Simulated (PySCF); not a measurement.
These 2 structures share the formula C7H6O. Computed with PBE0-D3(BJ)/def2-SVP geometry optimisation, gas phase in PySCF 2.14.0. Energies are electronic, without zero-point or thermal terms, for one conformer each. No frequencies were run at this level. Point groups hold within 0.08 Å.

Problem. Rank from lowest to highest electronic energy at this level (kJ/mol).
A. 4-methylene-2,5-cyclohexadiene-1-one, `C=C1C=CC(=O)C=C1`
B. `[O:1]=[CH:2][c:3]1[cH:4][cH:5][cH:6][cH:7][cH:8]1` with O1–C2–C3–C4 180°

Solution. B (0.0), A (97.5).

As drawn, the lower has an aromatic ring, which the higher lacks; the higher has a C=C bond outside aromatic rings, which the lower lacks.

```csv
SMILES,E (Eh),E rel (kJ/mol),dipole (D),point group,"A, B, C (MHz)"
O=Cc1ccccc1,-344.93418,0.0,3.16,Cs,"5240, 1568, 1207"
C=C1C=CC(=O)C=C1,-344.89705,97.5,4.39,C2v,"5282, 1639, 1251"
```

Problem. How do the relative energies change in single points at PBE0/pcSseg-1 (no added dispersion term) on the same geometries?

Solution. 
```csv
SMILES,PBE0-D3(BJ)/def2-SVP (kJ/mol),PBE0/pcSseg-1 (kJ/mol),shift
O=Cc1ccccc1,0.0,0.0,0.0
C=C1C=CC(=O)C=C1,97.5,93.3,-4.2
```

Each column counts from its own lowest isomer. The order is unchanged; the largest shift is 4.2 kJ/mol.
